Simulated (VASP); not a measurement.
# Cr in VASP: relaxation of the atoms with PBEsol

Aim: the relaxation of the atoms of Cr with PBEsol.

Program: VASP 6.6.1. These are calculated values, not measurements. Logs are shortened: lines on timing, memory, paths and dates and some standing lists are left out, and cuts for length are marked.

## 1. The structure

The cell holds a slab with vacuum, 16 atoms: a = 4.004 Å, b = 5.663 Å, c = 30.438 Å, α = 90.00°, β = 90.00°, γ = 90.00°.

The cell was built by a generator and needn't be a form met in nature.

## 2. Relaxation of the atoms, PBEsol

File INCAR:

```
SYSTEM = Cr
  PREC = Accurate
  ENCUT = 520
  EDIFF = 1E-6
  ISMEAR = 1
  SIGMA = 0.1
  LREAL = .FALSE.
  LASPH = .TRUE.
  NELM = 120
  ALGO = Fast
  ISIF = 2
  LWAVE = .FALSE.
  LCHARG = .FALSE.
  LDIPOL = .TRUE.
  IDIPOL = 3
  DIPOL = 0.5 0.5 0.500
  GGA = PS
  IBRION = 2
  NSW = 90
  EDIFFG = -0.02
  KPAR = 4
```

File KPOINTS:

```
Automatic mesh
0
G
  8 6 1
  0 0 0
```

File POSCAR:

```
Cr
1.0
    4.0044022200      0.0000000000      0.0000000000
    0.0000000000      5.6630800000      0.0000000000
    0.0000000000      0.0000000000     30.4381388300
Cr
16
Direct
    1.0000000000      0.7500000000      0.4034571100
    0.5000000000      0.5000000000      0.4034571100
    1.0000000000      0.2500000000      0.4034571100
    0.5000000000      0.0000000000      0.4034571100
    1.0000000000      0.5000000000      0.4678190400
    0.5000000000      0.2500000000      0.4678190400
    1.0000000000      0.0000000000      0.4678190400
    0.5000000000      0.7500000000      0.4678190400
    1.0000000000      0.2500000000      0.5321809600
    0.5000000000      1.0000000000      0.5321809600
    0.0000000000      0.7500000000      0.5321809600
    0.5000000000      0.5000000000      0.5321809600
    1.0000000000      0.0000000000      0.5965428900
    0.5000000000      0.7500000000      0.5965428900
    0.0000000000      0.5000000000      0.5965428900
    0.5000000000      0.2500000000      0.5965428900
```

Potentials or basis: VASP PAW PBE potentials, release 64 (Cr_pv).

Run with:

```bash
$ cat potpaw_PBE.64/Cr_pv/POTCAR > POTCAR
$ mpirun -np 4 vasp_std > vasp.out
```

OUTCAR:

```text
SYSTEM = Cr
   PREC = Accurate
   ENCUT = 520
   EDIFF = 1E-6
   ISMEAR = 1
   LREAL = .FALSE.
   LASPH = .TRUE.
   NELM = 120
   ISIF = 2
   GGA = PS
   IBRION = 2
   NSW = 90
   EDIFFG = -0.02

 ion  position               nearest neighbor table
   1  0.000  0.750  0.403-   5 2.42   7 2.42   2 2.45   4 2.45   2 2.45   4 2.45   8 2.80   8 2.80
                             3 2.83   3 2.83
   2  0.500  0.500  0.403-   6 2.42   8 2.42   1 2.45   3 2.45   1 2.45   3 2.45   5 2.80   5 2.80
                             4 2.83   4 2.83
   3  0.000  0.250  0.403-   5 2.42   7 2.42   2 2.45   4 2.45   2 2.45   4 2.45   6 2.80   6 2.80
                             1 2.83   1 2.83
   4  0.500  0.000  0.403-   6 2.42   8 2.42   1 2.45   3 2.45   1 2.45   3 2.45   7 2.80   7 2.80
                             2 2.83   2 2.83
   5  0.000  0.500  0.468-   9 2.42  11 2.42   1 2.42   3 2.42   6 2.45   8 2.45   6 2.45   8 2.45
                            12 2.80  12 2.80   2 2.80   2 2.80   7 2.83   7 2.83
   6  0.500  0.250  0.468-  10 2.42  12 2.42   2 2.42   4 2.42   5 2.45   7 2.45   5 2.45   7 2.45
                             9 2.80   9 2.80   3 2.80   3 2.80   8 2.83   8 2.83
   7  0.000  0.000  0.468-   9 2.42  11 2.42   1 2.42   3 2.42   6 2.45   8 2.45   6 2.45   8 2.45
                            10 2.80  10 2.80   4 2.80   4 2.80   5 2.83   5 2.83
   8  0.500  0.750  0.468-  10 2.42  12 2.42   2 2.42   4 2.42   5 2.45   7 2.45   5 2.45   7 2.45
                            11 2.80  11 2.80   1 2.80   1 2.80   6 2.83   6 2.83
   9  0.000  0.250  0.532-   5 2.42   7 2.42  13 2.42  15 2.42  10 2.45  12 2.45  10 2.45  12 2.45
                             6 2.80   6 2.80  16 2.80  16 2.80  11 2.83  11 2.83
  10  0.500  0.000  0.532-   6 2.42   8 2.42  14 2.42  16 2.42   9 2.45  11 2.45   9 2.45  11 2.45
                             7 2.80   7 2.80  13 2.80  13 2.80  12 2.83  12 2.83
  11  0.000  0.750  0.532-   5 2.42   7 2.42  13 2.42  15 2.42  10 2.45  12 2.45  10 2.45  12 2.45
                             8 2.80   8 2.80  14 2.80  14 2.80   9 2.83   9 2.83
  12  0.500  0.500  0.532-   6 2.42   8 2.42  14 2.42  16 2.42   9 2.45  11 2.45   9 2.45  11 2.45
                             5 2.80   5 2.80  15 2.80  15 2.80  10 2.83  10 2.83
  13  0.000  0.000  0.597-   9 2.42  11 2.42  14 2.45  16 2.45  14 2.45  16 2.45  10 2.80  10 2.80
                            15 2.83  15 2.83
  14  0.500  0.750  0.597-  10 2.42  12 2.42  13 2.45  15 2.45  13 2.45  15 2.45  11 2.80  11 2.80
                            16 2.83  16 2.83
  15  0.000  0.500  0.597-   9 2.42  11 2.42  14 2.45  16 2.45  14 2.45  16 2.45  12 2.80  12 2.80
                            13 2.83  13 2.83
  16  0.500  0.250  0.597-  10 2.42  12 2.42  13 2.45  15 2.45  13 2.45  15 2.45   9 2.80   9 2.80
                            14 2.83  14 2.83

  LATTYP: Found a simple orthorhombic cell.
 ALAT       =     4.0044022200
 B/A-ratio  =     1.4142135802
 C/A-ratio  =     7.6011692027

  Lattice vectors:

 A1 = (   4.0044022200,   0.0000000000,   0.0000000000)
 A2 = (   0.0000000000,   5.6630800000,   0.0000000000)
 A3 = (   0.0000000000,   0.0000000000,  30.4381388300)

Analysis of symmetry for initial positions (statically):
=====================================================================
 Subroutine PRICEL returns following result:

  LATTYP: Found a base centered orthorhombic cell.
 ALAT       =     2.8315400000
 B/A-ratio  =     1.4142135446
 C/A-ratio  =    10.7496764411

  Lattice vectors:

 A1 = (  -2.0022011100,  -1.4157700000,   0.0000000000)
 A2 = (   2.0022011100,  -1.4157700000,   0.0000000000)
 A3 = (   0.0000000000,   0.0000000000,  30.4381388300)

   4 primitive cells build up your supercell.

 Routine SETGRP: Setting up the symmetry group for a
 simple orthorhombic supercell.

 Subroutine GETGRP returns: Found  8 space group operations
 (whereof  4 operations were pure point group operations)
 out of a pool of  8 trial point group operations.

The static configuration has the point symmetry C_2v.
 The point group associated with its full space group is D_2h.

Analysis of symmetry for dynamics (positions and initial velocities):
=====================================================================
 Subroutine PRICEL returns following result:

  LATTYP: Found a base centered orthorhombic cell.
 ALAT       =     2.8315400000
 B/A-ratio  =     1.4142135446
 C/A-ratio  =    10.7496764411

  Lattice vectors:

 A1 = (  -2.0022011100,  -1.4157700000,   0.0000000000)
 A2 = (   2.0022011100,  -1.4157700000,   0.0000000000)
[... 65 lines left out ...]

 Subroutine IBZKPT returns following result:
 ===========================================

 Found     20 irreducible k-points:

 Following reciprocal coordinates:
            Coordinates               Weight
  0.000000  0.000000  0.000000      1.000000
  0.125000  0.000000  0.000000      2.000000
  0.250000  0.000000  0.000000      2.000000
  0.375000  0.000000  0.000000      2.000000
  0.500000  0.000000  0.000000      1.000000
  0.000000  0.166667  0.000000      2.000000
[... 12 lines left out ...]
  0.375000  0.500000  0.000000      2.000000
  0.500000  0.500000  0.000000      1.000000
   k-points           NKPTS =     20   k-points in BZ     NKDIM =     20   number of bands    NBANDS=    115
   number of dos      NEDOS =    301   number of ions     NIONS =     16
   total plane-waves  NPLWV = 302400
   dimension x,y,z NGX =    30 NGY =   42 NGZ =  240
   dimension x,y,z NGXF=    60 NGYF=   84 NGZF=  480
   ions per type =              16
   NGX,Y,Z   is equivalent  to a cutoff of  12.45, 12.33, 13.11 a.u.
   NGXF,Y,Z  is equivalent  to a cutoff of  24.91, 24.66, 26.22 a.u.
 SYSTEM =  Cr
   PREC   = accura    normal or accurate (medium, high low for compatibility)
   ISTART =      0    job   : 0-new  1-cont  2-samecut
   ICHARG =      2    charge: 1-file 2-atom 10-const
   ISPIN  =      1    spin polarized calculation?
   LNONCOLLINEAR =      F non collinear calculations
   LSORBIT =      F    spin-orbit coupling
   LASPH  =      T    aspherical Exc in radial PAW
   ENCUT  =  520.0 eV  38.22 Ry    6.18 a.u.   7.45 10.53 56.59*2*pi/ulx,y,z
   NELM   =    120;   NELMIN=  2; NELMDL= -5     # of ELM steps
   EDIFF  = 0.1E-05   stopping-criterion for ELM
   LREAL  =      F    real-space projection
   EDIFFG = -.2E-01   stopping-criterion for IOM
   NSW    =     90    number of steps for IOM
   IBRION =      2    ionic relax: 0-MD 1-quasi-New 2-CG
   NFREE  =      1    steps in history (QN), initial steepest desc. (CG)
   ISIF   =      2    stress and relaxation
   ISYM   =      2    0-nonsym 1-usesym 2-fastsym
   POTIM  = 0.5000    time-step for ionic-motion
   TEBEG  =    0.0;   TEEND  =   0.0 temperature during run
   PSTRESS=    0.0 pullay stress
   NELECT =     192.0000    total number of electrons
   NUPDOWN=      -1.0000    fix difference up-down
   EMIN   =  10.00;   EMAX   =-10.00  energy-range for DOS
   EFERMI =   0.00;   METHOD = LEGACY
   ISMEAR =     1;   SIGMA  =   0.10  broadening in eV -4-tet -1-fermi 0-gaus
   EFERMI_NEDOS =   21; number of points for ismear=-14 and -15
   IALGO  =     68    algorithm
   IMIX   =      4    mixing-type and parameters
     AMIX     =   0.40;   BMIX     =  1.00
     AMIX_MAG =   1.60;   BMIX_MAG =  1.00
  volume/ion in A,a.u.               =      43.14       291.13
  Fermi-wavevector in a.u.,A,eV,Ry     =   1.068659  2.019472 15.538285  1.142032
  Thomas-Fermi vector in A             =   2.204314
   LORBIT       =      0    0 simple, 1 ext, 2 COOP (PROOUT), +10 PAW based schemes
   GGA     = PS    functional components
   LHFCALC =     F    Hartree Fock is set to
   AEXX    =    0.0000 exact exchange contribution
   IVDW    =     0    specifies the selected vdW correction
   LEPSILON=     F    determine dielectric tensor
   LRPA    =     F    only Hartree local field effects (RPA)
 conjugate gradient relaxation of ions
 non-spin polarized calculation
 RMM-DIIS sequential band-by-band and
 Methfessel and Paxton  Order N= 1 SIGMA  =   0.10
  energy-cutoff  :      520.00
  volume of cell :      690.25
 maximum number of plane-waves:     18667
 NGX is ok and might be reduce to    30
   NGX = 15   NGY = 21   NGZ =113

 dipolmoment           0.000000      0.000000     -0.000000 electrons x Angstroem

--------------------------------------- Ionic step        1  -------------------------------------------

 number of electron     192.0000077 magnetization

 Free energy of the ion-electron system (eV)
  ---------------------------------------------------
  ext. energy  EPLUGINS =         0.00000000
  ---------------------------------------------------
  free energy    TOTEN  =      -153.55170734 eV

  energy without entropy =     -153.55162214  energy(sigma->0) =     -153.55167894

------------------------ aborting loop because EDIFF is reached ----------------------------------------

  FORCE on cell =-STRESS in cart. coord.  units (eV):
  Direction    XX          YY          ZZ          XY          YZ          ZX
  --------------------------------------------------------------------------------------
  -------------------------------------------------------------------------------------
  Total      -14.5022578    -17.4964597     -4.2792751      0.0000000      0.0000000      0.0000000
  in kB      -33.6618299    -40.6118038     -9.9328141      0.0000000      0.0000000      0.0000000
  external PRESSURE =     -28.0688159 kB  Pullay stress =       0.0000000 kB
[... 237 lines left out ...]
--------------------------------------- Ionic step        6  -------------------------------------------

 number of electron     192.0000005 magnetization

 dipolmoment           0.000000      0.000000      0.000000 electrons x Angstroem

 Free energy of the ion-electron system (eV)
  ---------------------------------------------------
  ext. energy  EPLUGINS =         0.00000000
  ---------------------------------------------------
  free energy    TOTEN  =      -153.64853297 eV

  energy without entropy =     -153.65120738  energy(sigma->0) =     -153.64942444

 E-fermi :  -0.6423     XC(G=0):  -4.3350

 val. band max:       -0.6488592063   @ k =   0.0000   0.3333   0.0000
 cond. band min:      -0.6405112517   @ k =   0.2500   0.0000   0.0000
 fundamental gap:      0.0083479546
 Fermi energy:        -0.6423475109

 k-point     1 :       0.0000    0.0000    0.0000
  band No.  band energies     occupation
      1     -44.2223      2.00000
      2     -44.1684      2.00000
      3     -44.0793      2.00000
      4     -44.0355      2.00000
      5     -44.0355      2.00000
      6     -44.0221      2.00000
[... 2209 lines left out ...]
    107       0.1449     -0.00000
    108       0.1449     -0.00000
 [bands above 108 left out]

------------------------ aborting loop because EDIFF is reached ----------------------------------------

 vacuum level on the upper side and lower side of the slab       (xc-potential included)        -0.170        -0.170

  FORCE on cell =-STRESS in cart. coord.  units (eV):
  Direction    XX          YY          ZZ          XY          YZ          ZX
  --------------------------------------------------------------------------------------
  -------------------------------------------------------------------------------------
  Total      -10.3466821    -15.7074570      0.0043610      0.0000000      0.0000000      0.0000000
  in kB      -24.0161399    -36.4592709      0.0101224      0.0000000      0.0000000      0.0000000
  external PRESSURE =     -20.1550961 kB  Pullay stress =       0.0000000 kB
[... 31 lines left out ...]
  FREE ENERGIE OF THE ION-ELECTRON SYSTEM (eV)
  ---------------------------------------------------
  free  energy   TOTEN  =      -153.6485329741 eV

  energy  without entropy=     -153.6512073837  energy(sigma->0) =     -153.64942444

 reached required accuracy - stopping structural energy minimisation

 vacuum level on the upper side and lower side of the slab         4.156         4.156
```

It took 62 min on 4 MPI ranks of Intel Xeon Platinum 8488C (Sapphire Rapids), shared host; peak memory 1.4 GiB.

Results:

- Free energy: -153.6485 eV
- Energy gained by relaxing: 6.1 meV/atom
- Ionic steps: 6
- Largest force after relaxing: 0.008 eV/Å
- Band gap on the k mesh: none (metal or under the smearing width)

Forces in eV/Å, atoms in the order of the input:
```
Cr   0.000  0.000 -0.005
Cr   0.000  0.000 -0.005
Cr   0.000  0.000 -0.005
Cr   0.000  0.000 -0.005
Cr   0.000  0.000  0.008
Cr   0.000  0.000  0.008
Cr   0.000  0.000  0.008
Cr   0.000  0.000  0.008
Cr   0.000  0.000 -0.008
Cr   0.000  0.000 -0.008
Cr   0.000  0.000 -0.008
Cr   0.000  0.000 -0.008
Cr   0.000  0.000  0.005
Cr   0.000  0.000  0.005
Cr   0.000  0.000  0.005
Cr   0.000  0.000  0.005
```

Step by step:
| step | energy change (eV) | largest force (eV/Å) | pressure (GPa) |
| --- | --- | --- | --- |
| 1 | 0.0000 | 0.5618 | -2.81 |
| 2 | -0.0874 | 0.0942 | -2.43 |
| 3 | -0.0874 | 0.0847 | -2.42 |
| 4 | -0.0910 | 0.0655 | -2.32 |
| 5 | -0.0962 | 0.0203 | -2.12 |
| 6 | -0.0968 | 0.0083 | -2.02 |

Final structure:
```cif
data_structure
_symmetry_space_group_name_H-M 'P 1'
_symmetry_Int_Tables_number 1
_cell_length_a 4.0044
_cell_length_b 5.6631
_cell_length_c 30.4381
_cell_angle_alpha 90.000
_cell_angle_beta 90.000
_cell_angle_gamma 90.000
_cell_volume 690.25
loop_
_atom_site_label
_atom_site_type_symbol
_atom_site_fract_x
_atom_site_fract_y
_atom_site_fract_z
_atom_site_occupancy
Cr1 Cr 0.00000 0.75000 0.40474 1
Cr2 Cr 0.50000 0.50000 0.40474 1
Cr3 Cr 0.00000 0.25000 0.40474 1
Cr4 Cr 0.50000 0.00000 0.40474 1
Cr5 Cr 0.00000 0.50000 0.46721 1
Cr6 Cr 0.50000 0.25000 0.46721 1
Cr7 Cr 0.00000 0.00000 0.46721 1
Cr8 Cr 0.50000 0.75000 0.46721 1
Cr9 Cr 0.00000 0.25000 0.53279 1
Cr10 Cr 0.50000 0.00000 0.53279 1
Cr11 Cr 0.00000 0.75000 0.53279 1
Cr12 Cr 0.50000 0.50000 0.53279 1
Cr13 Cr 0.00000 0.00000 0.59526 1
Cr14 Cr 0.50000 0.75000 0.59526 1
Cr15 Cr 0.00000 0.50000 0.59526 1
Cr16 Cr 0.50000 0.25000 0.59526 1
```

Levels at points of the mesh, in eV from the Fermi level:
```csv
k point,band 94,band 95,band 96,band 97,band 98,band 99
"(0.00, 0.00, 0.00)",-0.57,-0.57,-0.01,0.14,0.38,0.38
"(0.50, 0.00, 0.00)",-0.20,0.04,0.04,0.20,0.20,0.38
"(0.00, 0.50, 0.00)",-0.27,-0.04,-0.04,0.16,0.16,0.33
"(0.50, 0.50, 0.00)",-0.98,-0.98,-0.98,0.54,0.54,0.54
```

Caveat: the PAW data sets were made with another functional, which shifts forces and pressure a little; the run has no spin polarisation, though such a crystal can be magnetic. Spin polarisation is off, so any magnetic state and its effect on volume and gap are missing.
